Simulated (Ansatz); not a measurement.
# 3-layer Ga2SSe (AB) in a perpendicular field, part 2 of 4

What dipole does a perpendicular field induce in the 3-layer Ga2SSe (AB), and does the gap follow? A positive field points along +c.

Ansatz 0.2.0; plane-wave DFT, PBE-D3(BJ), Ansatz PAW.

So far. Step 2 (Relaxing the slab): The lattice constant a goes from 3.705 to 3.682 Å.

### 3. Atoms held, field 0, start network

A sawtooth potential applies the field, turning back in the middle of the vacuum. With the dipole correction the typed value is the field outside the slab. The induced dipole is small, so the SCF threshold is tight.

The cell differs from the one that the last finished run ended in (c 70.039 → 38.357 Å).

Contents of input.yaml:

```yaml
crystal:
  lattice:
    - [3.6824247705, 0.0, 0.0]
    - [-1.8412123852, 3.1890733987, 0.0]
    - [0.0, 0.0, 38.3569694374]
  atoms:
    - { symbol: Se, position: [0.3333333333, 0.6666666667, 0.2346379323] }
    - { symbol: Ga, position: [0.0, 0.0, 0.2664680197] }
    - { symbol: Ga, position: [0.0, 0.0, 0.330257596] }
    - { symbol: S, position: [0.3333333333, 0.6666666667, 0.3575068678] }
    - { symbol: Se, position: [0.6666666667, 0.3333333333, 0.4383055697] }
    - { symbol: Ga, position: [0.3333333333, 0.6666666667, 0.4700429565] }
    - { symbol: Ga, position: [0.3333333333, 0.6666666667, 0.5338054985] }
    - { symbol: S, position: [0.6666666667, 0.3333333333, 0.5610350552] }
    - { symbol: Se, position: [0.3333333333, 0.6666666667, 0.6425052181] }
    - { symbol: Ga, position: [0.0, 0.0, 0.6742208958] }
    - { symbol: Ga, position: [0.0, 0.0, 0.7380165077] }
    - { symbol: S, position: [0.3333333333, 0.6666666667, 0.7653620677] }
kpoints:
  mp_grid: { grid: [18, 18, 1] }
  band_path:
    path: [[0, 0, 0], [0.5, 0, 0], [0.33333333, 0.33333333, 0], [0, 0, 0]]
    npoints: 16
hamiltonian:
  xc: pbe
  dispersion: d3bj
scf:
  occupations: { method: fermi_dirac, width: 0.02585 }
  convergence: { dr2_threshold: 1.0e-10 }
efield:
  axis: 3
  dipole_correction: true
  ramp_position: 0.97
  ramp_width: 0.06
  amplitude: 0
output:
  dos: { projected: true, e_range: [-6, 5] }
  bader: true
  write_potential: true
  write_density: true
  volumetric_format: npy
  elf: true
```

Run with:

```sh
ansatz run input.yaml --threads 4 --pin off --max-ram 12288MiB --backend cpu --events-out ev --progress --plain --runs-dir out
```

Numbers of over 12 decimals in the logs are rounded to 6 here.

Log:

```text
[...]
Crystal: 12 atoms, lattice volume = 450.446 Å³
Basis set: ecut = 420 eV, 8793 PW (Γ)
Bands: 87, of which v1, the nominal top of the filled ones, is band 72 counted from 1 (71 counted from 0)
Symmetry: 6 space group operations
[...]
k-points: 37 of 324 (time reversal used)
[...]
SCF iter   1: F=—  HF=-41821.919687 eV  |F-HF|=—  |Δ(HF+E_count)|=         —  Δρ=1.43e-3  dr2=5.19e-2  ethr=1.77e-3  p=0.004 e·Å  D=1.56e-3 V/Å  ΔV_dip=-0.06 eV  dr2_dipole=3.77e-2  V_vac-E_F(+/−)=4.81/4.87 eV  ⟨swp⟩=7.0  Hψ=13499  notcnv=0  defer=7
efield: sawtooth ramp at fractional position 0.9700 (set: `efield.ramp_position`, or a place that a band, a saddle search or an elastic batch's reference lends), width 0.0600; the density the first Hamiltonian is built on has a dipole p = 0.004 e·Å; the dipole correction subtracts the counter field D = 1.56e-3 V/Å, which shifts the + side's vacuum level by -0.06 eV against the − side's; the planar-averaged density in the ramp window peaks in size at 2.1e-5 e/Å³
[...]
SCF iter   2: F=—  HF=-41821.912177 eV  |F-HF|=—  |Δ(HF+E_count)|=   7.51e-3  Δρ=1.30e-3  dr2=3.46e-2  ethr=3.60e-5  p=-0.082 e·Å  D=-3.29e-2 V/Å  ΔV_dip=1.26 eV  dr2_dipole=2.65e-2  V_vac-E_F(+/−)=5.42/4.15 eV  ⟨swp⟩=2.9  Hψ=5505  notcnv=0  defer=326
[...]
SCF iter  13: F=-41821.906352 eV  HF=-41821.906352 eV  |F-HF|=2.91e-11  |Δ(HF+E_count)|=  3.35e-10  Δρ=1.10e-7  dr2=5.30e-11  ethr=1.00e-12  p=-0.047 e·Å  D=-1.90e-2 V/Å  ΔV_dip=0.73 eV  dr2_dipole=4.09e-13  V_vac-E_F(+/−)=5.13/4.40 eV  ⟨swp⟩=9.9  Hψ=11734  notcnv=0
SCF 1 converged in 13 iterations: F = -41821.906352 eV  dr2 = 5.30e-11
[...]
NSCF: frozen V_eff on 49 k-points
efield: sawtooth ramp at fractional position 0.9700 (kept from the solve that this one continues, or follows in the run), width 0.0600; the density the first Hamiltonian is built on has a dipole p = -0.047 e·Å; the dipole correction subtracts the counter field D = -1.90e-2 V/Å, which shifts the + side's vacuum level by +0.73 eV against the − side's; the planar-averaged density in the ramp window peaks in size at 1.1e-5 e/Å³
[...]
SCF converged after 13 iterations
Free energy (F): -41821.906352 eV
[...]
Internal energy: -41821.906352 eV  (E = F + TS)
E sigma→0 (E₀):  -41821.906352 eV
Fermi energy:    2.697063 eV
Dipole field:    D = -0.018997 V/Å  (p = -0.047289 e·Å, saw-weighted, corrected)
Work function:   Φ+ = 5.1273 eV   Φ− = 4.3987 eV
Levels:          The Fermi level and band energies are counted from a zero that moves with the ramp; work functions are not
[...]
--- Band table (eV; the first three rows and the last of 37) ---
  k-point 0: bands = [... 68 lower, 1.3499, 1.5057, 1.5057, 1.9537, 3.3586, 3.7747, 4.1437, 4.5750, ... 11 higher]
  k-point 1: bands = [... 68 lower, 1.2326, 1.4505, 1.4662, 1.9706, 3.5837, 3.9584, 4.3101, 4.7987, ... 11 higher]
  k-point 2: bands = [... 68 lower, 1.0740, 1.2994, 1.5065, 1.9564, 4.0292, 4.3382, 4.6596, 5.1410, ... 11 higher]
  k-point 36: bands = [... 68 lower, -0.0959, -0.0585, 0.1995, 0.3018, 3.8579, 3.9737, 4.3355, 4.7933, ... 11 higher]
--- Bader charges: 12 sites ---
  site symbol  charge [e]  shift [e]
     0     Se     -0.6669     0.0010
     1     Ga      0.6595     0.0010
     2     Ga      0.8279     0.0020
     3      S     -0.8261     0.0020
     4     Se     -0.6603     0.0010
     5     Ga      0.6588     0.0010
     6     Ga      0.8290     0.0020
     7      S     -0.8257     0.0020
     8     Se     -0.6614     0.0010
     9     Ga      0.6583     0.0010
    10     Ga      0.8300     0.0020
    11      S     -0.8231     0.0020
  estimated error of the sums over rays = 3.5e-4 e
```

Elapsed: 96 s, on 4 threads of Intel Xeon Platinum 8488C (Sapphire Rapids), shared host; peak memory 2.4 GiB; 6.3 min of CPU time.

This step gave:

```
gap on the k-mesh                  : 1.388 eV
dipole along the normal            : -0.04729 e·Å
gap along the path                 : 1.386 eV
smallest direct gap along the path : 1.405 eV
step between the vacuum levels     : 0.7286 eV
ionisation energy, upper face      : 5.851 eV
electron affinity, upper face      : 4.466 eV
ionisation energy, lower face      : 5.123 eV
gap, the smaller of path and mesh  : 1.386 eV
```

Running mean over a fixed 2.7 Å (it still follows the layers) of the planar mean; the ramp of the sawtooth is left out. Electron's electrostatic potential energy less the Fermi level against z:

| z (Å) | electron's electrostatic potential energy less the Fermi level (eV) |
| --- | --- |
| 4 | 4.40 |
| 5 | 4.40 |
| 6 | 4.36 |
| 7 | 3.57 |
| 8 | 0.462 |
| 9 | -3.48 |
| 10 | -4.37 |
| 11 | -2.77 |
| 12 | -3.19 |
| 13 | -5.31 |
| 14 | -3.24 |
| 15 | 0.138 |
| 16 | -0.379 |
| 17 | -3.88 |
| 18 | -3.83 |
| 19 | -2.42 |
| 20 | -3.38 |
| 21 | -5.10 |
| 22 | -2.30 |
| 23 | 0.742 |
| 24 | -0.732 |
| 25 | -4.03 |
| 26 | -3.24 |
| 27 | -2.11 |
| 28 | -3.48 |
| 29 | -4.60 |
| 30 | -1.18 |
| 31 | 3.43 |
| 32 | 5.04 |
| 33 | 5.12 |
| 34 | 5.13 |

The density of states has structure finer than the step of the table below, so its rows give means over 0.25 eV, whole bins alone (the curve runs from -6 to 2.66 eV). Peaks (eV: height): -3.850: 12.8, -3.300: 12.7, -3.160: 14.0, -2.880: 18.8, -2.640: 21.1, -2.440: 12.5, -1.620: 12.4.

Table of density of states by energy, zero at the Fermi level of the run, which the smearing sets inside the gap; means over each step:

energy (eV), density of states (states/eV a cell) and a bar:
```
    -5.75        1.4 ####
    -5.50        1.7 ####
    -5.25        2.3 ######
    -5.00        4.9 #############
    -4.75        7.4 ####################
    -4.50        7.1 ###################
    -4.25        7.9 #####################
    -4.00        7.0 ###################
    -3.75        9.9 ##########################
    -3.50        9.3 #########################
    -3.25       10.9 #############################
    -3.00       11.4 ##############################
    -2.75       11.1 #############################
    -2.50        9.1 ########################
    -2.25        7.1 ###################
    -2.00        5.3 ##############
    -1.75        5.2 ##############
    -1.50        4.0 ###########
    -1.25        2.8 ########
    -1.00        1.0 ###
    -0.75        1.3 ###
    -0.50        0.0 
    -0.25        0.0 
     0.00        0.0 
     0.25        0.0 
     0.50        0.0 
     0.75        0.5 #
     1.00        1.6 ####
     1.25        4.6 ############
     1.50        7.1 ###################
     1.75        8.9 #######################
     2.00        9.4 #########################
     2.25        7.7 ####################
     2.50        6.0 ################
```

Projected DOS per atom over height of the atomic layer and energy from the Fermi level. Layers: Se Ga Ga S Se Ga Ga S Se Ga Ga S from below.

Ten even steps from '_' (0.00 states/eV) to '@' (2.03 states/eV), each cell a mean:
```
__..____..--::..--====--
::==--::::--==::::--==::
::--==::::--==::..::--::
::----::....::..________
____..__________________
________________________
________________________
________________________
________________________
________________::____..
..____..--..__..==..__..
==..__..--..__..--......
==......++::..::**::..==
++::..--##::..++%%::..##
@@::..**##::..**++....%%
++....**==....##--..::%%
++::::%%--..::**::....==
::....==--....====--::++
--::::++==::::++::....::
::..::==::__..::______..
____....______..________
________________________
```
Columns: height of the atomic layer (Å) from 9 to 29.4 (not evenly spaced); rows upwards: energy from the Fermi level (eV) from -5.96 to 2.59.

Electronic bands along the path, in eV, zero at the Fermi level of the run, which the smearing sets inside the gap:

| point | band 69 | band 70 | band 71 | band 72 | band 73 | band 74 | band 75 | band 76 |
| --- | --- | --- | --- | --- | --- | --- | --- | --- |
| Γ | -1.35 | -1.19 | -1.19 | -0.74 | 0.66 | 1.08 | 1.45 | 1.88 |
| halfway | -1.96 | -1.69 | -1.39 | -1.10 | 1.44 | 1.67 | 1.83 | 1.97 |
| M | -2.73 | -2.54 | -2.50 | -2.24 | 0.73 | 0.98 | 1.07 | 1.29 |
| halfway | -2.68 | -2.65 | -2.46 | -2.25 | 1.34 | 1.54 | 1.70 | 1.82 |
| K | -2.79 | -2.76 | -2.50 | -2.40 | 1.16 | 1.28 | 1.64 | 2.10 |
| halfway | -2.68 | -1.71 | -1.47 | -1.19 | 2.05 | 2.20 | 2.28 | 2.49 |
| Γ | -1.35 | -1.19 | -1.19 | -0.74 | 0.66 | 1.08 | 1.45 | 1.88 |

Electrostatic potential energy in the ca plane at fractional y = 0.667, with atoms of Se and S and Ga within 0.2 Å of it. With pseudopotentials it is smooth inside the atoms' cores, unlike the true potential.

Ten even steps from '0' (-23 eV) to '9' (7 eV), each cell a mean:
```
99999999999999999999887777888767789999998777
99999999999999999999987667888766789999998667
99999999999999999999887777888777788999998777
99999999999999999987667888898887767899999887
99999999999999999862224789999886212689999875
99999999999999999733531689999983000279999872
99999999999999999724651589999972000179999861
99999999999999999832431689999984000279999873
99999999999999999863225789999887323689999886
99999999999999999987777788898877778899998887
```
Columns run along c (16.0 Å, from fractional 0.04 to 0.46 of the cell; values clipped at the 3rd and 97th percentile), rows up along a (3.7 Å). Atoms in or near the plane, at fractional coordinates: Se at (0.23, 0.33), S at (0.36, 0.33).

Valence density in the ca plane at fractional y = 0.667, with atoms of Se and S and Ga within 0.2 Å of it. It is the smooth field of the valence electrons, not physical close to the nuclei.

Values in e/Å³, 6 rows by 16 columns, each cell a mean:
```
 0  0  0  0  0  0  0  0  0  0  0  0  0  0  0  0
 0  0  0  0  0  0  0  0  0  0  0  0  0  0  0  0
 0  0  0  1  1  0  0  0  1  0  0  0  1  1  0  1
 0  0  0  7 10  0  0  0  1  1  0  0  8  8  1 15
 0  0  0  4  6  0  0  0  1  1  0  0  5  4  1  8
 0  0  0  0  1  0  0  0  0  0  0  0  0  0  0  0
```
Columns run along c (16.0 Å, from fractional 0.14 to 0.55 of the cell), rows up along a (3.7 Å). Atoms in or near the plane, at fractional coordinates: Se at (0.23, 0.33), S at (0.36, 0.33), Ga at (0.47, 0.33), Ga at (0.53, 0.33).

ELF in the ca plane at fractional y = 0.667, with atoms of Se and S and Ga within 0.2 Å of it. It is the smooth field of the valence electrons, not physical close to the nuclei.

Ten even steps from '0' (0.00) to '9' (0.91), each cell a mean:
```
00000000000000000112333223454222332100157777
00000000000000000000122223454222210000267777
00000000000000001233444323443223443200157777
00000000000000024677777532222236787740024565
00000000000000257898888642001258989983002333
00000000000001368997457741000368637996000122
00000000000001468996237741000378405997100122
00000000000001368997557741000368747995000122
00000000000000247888888642111258999972002343
00000000000000013567776432222235777630035666
```
Columns run along c (16.0 Å, from fractional 0.04 to 0.46 of the cell), rows up along a (3.7 Å). Atoms in or near the plane, at fractional coordinates: Se at (0.23, 0.33), S at (0.36, 0.33).

The gap is 1.39 eV, with the valence edge 5.85 eV and the conduction edge 4.47 eV under the upper vacuum level.

### 4. Atoms held, field 0.03 V/Å

Changes to input.yaml since step 3:

```diff
@@ -34,6 +34,4 @@
   ramp_width: 0.06
-  amplitude: 0
+  amplitude: 0.03
 output:
-  dos: { projected: true, e_range: [-6, 5] }
-  bader: true
   write_potential: true
@@ -41,2 +39 @@
   volumetric_format: npy
-  elf: true
```

Log:

```text
[...]
Crystal: 12 atoms, lattice volume = 450.446 Å³
Basis set: ecut = 420 eV, 8793 PW (Γ)
Bands: 87, of which v1, the nominal top of the filled ones, is band 72 counted from 1 (71 counted from 0)
Symmetry: 6 space group operations
[...]
k-points: 37 of 324 (time reversal used)
[...]
k-point 0: bands = [... 68 lower, 1.3514, 1.5373, 1.5373, 1.9682, 3.3320, 3.7777, 4.1702, 4.5349, ... 11 higher]
  k-point 1: bands = [... 68 lower, 1.2445, 1.4756, 1.4821, 1.9855, 3.5554, 3.9616, 4.3383, 4.7585, ... 11 higher]
  k-point 2: bands = [... 68 lower, 1.0592, 1.3310, 1.5090, 1.9737, 3.9973, 4.3410, 4.6914, 5.1011, ... 11 higher]
  k-point 36: bands = [... 68 lower, -0.0986, -0.0506, 0.2361, 0.3241, 3.8190, 3.9706, 4.3714, 4.7578, ... 11 higher]
[key lines of the parts left out:]
SCF converged after 15 iterations
Free energy (F): -41821.905508 eV
Fermi energy:    2.691953 eV
Dipole field:    D = -0.003591 V/Å  (p = -0.008939 e·Å, saw-weighted, corrected)
```

Run time: 78 s. Hardware: 4 threads; peak memory 2.1 GiB.

The dipole is -0.00894 e·Å, 0.0383 e·Å from its value without field, and the gap 1.344 eV.

### 5. Single point, field -0.03 V/Å

Changes to input.yaml since step 4:

```diff
@@ -34,3 +34,3 @@
   ramp_width: 0.06
-  amplitude: 0.03
+  amplitude: -0.03
 output:
```

Log:

```text
[...]
Crystal: 12 atoms, lattice volume = 450.446 Å³
Basis set: ecut = 420 eV, 8793 PW (Γ)
Bands: 87, of which v1, the nominal top of the filled ones, is band 72 counted from 1 (71 counted from 0)
Symmetry: 6 space group operations
[...]
k-points: 37 of 324 (time reversal used)
[...]
k-point 0: bands = [... 68 lower, 1.3484, 1.4740, 1.4740, 1.9410, 3.3832, 3.7716, 4.1190, 4.6147, ... 11 higher]
  k-point 1: bands = [... 68 lower, 1.2202, 1.4188, 1.4585, 1.9575, 3.6102, 3.9551, 4.2836, 4.8385, ... 11 higher]
  k-point 2: bands = [... 68 lower, 1.0871, 1.2677, 1.5042, 1.9412, 4.0595, 4.3351, 4.6292, 5.1805, ... 11 higher]
  k-point 36: bands = [... 68 lower, -0.0931, -0.0654, 0.1627, 0.2815, 3.8968, 3.9765, 4.2994, 4.8285, ... 11 higher]
[key lines of the parts left out:]
SCF converged after 16 iterations
Free energy (F): -41821.908346 eV
Fermi energy:    2.702343 eV
Dipole field:    D = -0.034400 V/Å  (p = -0.085632 e·Å, saw-weighted, corrected)
```

Elapsed: 79 s, on 4 threads; peak memory 2.1 GiB.

The dipole is -0.0856 e·Å, -0.0383 e·Å from its value without field, and the gap 1.424 eV.

### 6. Single point, field 0.15 V/Å

Changes to input.yaml since step 5:

```diff
@@ -32,5 +32,5 @@
   dipole_correction: true
-  ramp_position: 0.97
-  ramp_width: 0.06
-  amplitude: -0.03
+  ramp_position: 0.9674
+  ramp_width: 0.0613
+  amplitude: 0.15
 output:
```

Log:

```text
[...]
Crystal: 12 atoms, lattice volume = 450.446 Å³
Basis set: ecut = 420 eV, 8793 PW (Γ)
Bands: 87, of which v1, the nominal top of the filled ones, is band 72 counted from 1 (71 counted from 0)
Symmetry: 6 space group operations
[...]
k-points: 37 of 324 (time reversal used)
[...]
k-point 0: bands = [... 68 lower, 1.3630, 1.6693, 1.6693, 2.0478, 3.2209, 3.7945, 4.2951, 4.3801, ... 11 higher]
  k-point 1: bands = [... 68 lower, 1.2933, 1.5376, 1.6140, 2.0688, 3.4378, 3.9790, 4.4697, 4.6027, ... 11 higher]
  k-point 2: bands = [... 68 lower, 1.0191, 1.4630, 1.5267, 2.0672, 3.8685, 4.3560, 4.8333, 4.9472, ... 11 higher]
  k-point 36: bands = [... 68 lower, -0.1019, -0.0082, 0.3884, 0.4356, 3.6701, 3.9616, 4.5203, 4.6229, ... 11 higher]
[key lines of the parts left out:]
SCF converged after 16 iterations
Free energy (F): -41821.913646 eV
Fermi energy:    2.681375 eV
Dipole field:    D = 0.058087 V/Å  (p = 0.144597 e·Å, saw-weighted, corrected)
```

The job ended after 86 s (4 threads; peak memory 2.1 GiB; 5.6 min of CPU time).

The dipole is 0.145 e·Å, 0.192 e·Å from its value without field, and the gap 1.146 eV.

### 7. Atoms held, field 0.25 V/Å

Changes to input.yaml since step 6:

```diff
@@ -34,3 +34,3 @@
   ramp_width: 0.0613
-  amplitude: 0.15
+  amplitude: 0.25
 output:
```

Log:

```text
[...]
Crystal: 12 atoms, lattice volume = 450.446 Å³
Basis set: ecut = 420 eV, 8793 PW (Γ)
Bands: 87, of which v1, the nominal top of the filled ones, is band 72 counted from 1 (71 counted from 0)
Symmetry: 6 space group operations
[...]
k-points: 37 of 324 (time reversal used)
[...]
k-point 0: bands = [... 68 lower, 1.3682, 1.7751, 1.7751, 2.1251, 3.1184, 3.8041, 4.2484, 4.4059, ... 11 higher]
  k-point 1: bands = [... 68 lower, 1.3228, 1.6042, 1.7198, 2.1506, 3.3304, 3.9886, 4.4700, 4.5846, ... 11 higher]
  k-point 2: bands = [... 68 lower, 1.0009, 1.5402, 1.5688, 2.1575, 3.7541, 4.3629, 4.8141, 4.9556, ... 11 higher]
  k-point 36: bands = [... 68 lower, -0.1058, 0.0338, 0.5109, 0.5383, 3.5445, 3.9469, 4.5117, 4.6397, ... 11 higher]
[key lines of the parts left out:]
SCF converged after 16 iterations
Free energy (F): -41821.934512 eV
Fermi energy:    2.674332 eV
Dipole field:    D = 0.109584 V/Å  (p = 0.272789 e·Å, saw-weighted, corrected)
```

Run time: 79 s. Hardware: 4 threads; peak memory 2.1 GiB.

The dipole is 0.273 e·Å, 0.320 e·Å from its value without field, and the gap 0.956 eV.

### 8. Single point, field -0.25 V/Å

Changes to input.yaml since step 7:

```diff
@@ -34,4 +34,6 @@
   ramp_width: 0.0613
-  amplitude: 0.25
+  amplitude: -0.25
 output:
+  dos: { projected: true, e_range: [-6, 5] }
+  bader: true
   write_potential: true
@@ -39 +41,2 @@
   volumetric_format: npy
+  elf: true
```

Log:

```text
[...]
Crystal: 12 atoms, lattice volume = 450.446 Å³
Basis set: ecut = 420 eV, 8793 PW (Γ)
Bands: 87, of which v1, the nominal top of the filled ones, is band 72 counted from 1 (71 counted from 0)
Symmetry: 6 space group operations
[...]
k-points: 37 of 324 (time reversal used)
[...]
0     Se     -0.6521     0.0010
     1     Ga      0.6626     0.0010
     2     Ga      0.8235     0.0020
     3      S     -0.8346     0.0020
     4     Se     -0.6504     0.0010
     5     Ga      0.6617     0.0010
     6     Ga      0.8246     0.0020
     7      S     -0.8341     0.0020
     8     Se     -0.6514     0.0010
     9     Ga      0.6611     0.0010
    10     Ga      0.8252     0.0020
    11      S     -0.8361     0.0020
  estimated error of the sums over rays = 3.3e-4 e
[key lines of the parts left out:]
SCF converged after 16 iterations
Free energy (F): -41821.958096 eV
Fermi energy:    2.718785 eV
Dipole field:    D = -0.147289 V/Å  (p = -0.366651 e·Å, saw-weighted, corrected)
```

Wall time 1.9 min (4 threads); peak memory 2.3 GiB.

The dipole is -0.367 e·Å, -0.319 e·Å from its value without field, and the gap 1.519 eV.

[end of part 2 of 4]

[Logs are printed without paths, hosts, clocks, repeated set-up lines and the standing remarks that a program may print on its own settings, such as how far it seeks lower states.]

[Hosts, paths, dates, database ids (printed as entryN), source tags and the programs' standing remarks are cut or masked in the printed files.]

[Maps of the electrostatic potential energy from Ansatz leave out the sawtooth potential of an applied field or a dipole correction, so their vacuum need not be flat; planar profiles and work functions include it.]
